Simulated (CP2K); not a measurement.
Runs of CP2K 2026.2 on Ca. The structure is cubic, space group Fm-3m (No. 225). The conventional cell has a = 5.588 Å, b = 5.588 Å, c = 5.588 Å, α = 90.00°, β = 90.00°, γ = 90.00°. Ca (site symmetry m-3m) has 12 Ca at 3.95 Å as nearest neighbours. 

```tsv
level	cutoff of the non-local correlation (Ry)	gap on the mesh (eV)	pressure (GPa)
revPBE	-	none	(b)
HLE17	-	none	-3.2
PBEsol	-	none	-1.0
LDA	-	none	(a)
BEEF-vdW	300	none	-0.2
```

Alike in all rows: task band structure; potentials or basis POTENTIAL_UZH Ca GTH-PBE-q10; TZVP-MOLOPT-PBE-GTH basis; no spin polarisation; cell as given; k mesh 8 × 8 × 8; smearing fermi-dirac 0.05 eV.

Estimate the missing entries.

(a) -1.9; (b) 0.2.

Caveats: the potentials were made for another functional, which shifts forces and pressure; the basis of atomic orbitals isn't converged, which shifts pressures, moduli and gaps; the potentials were made for a functional far from this one (some runs).

A gap of «none» marks a metal or a gap under the smearing width.

Runs at the PBE level aren't shown here.
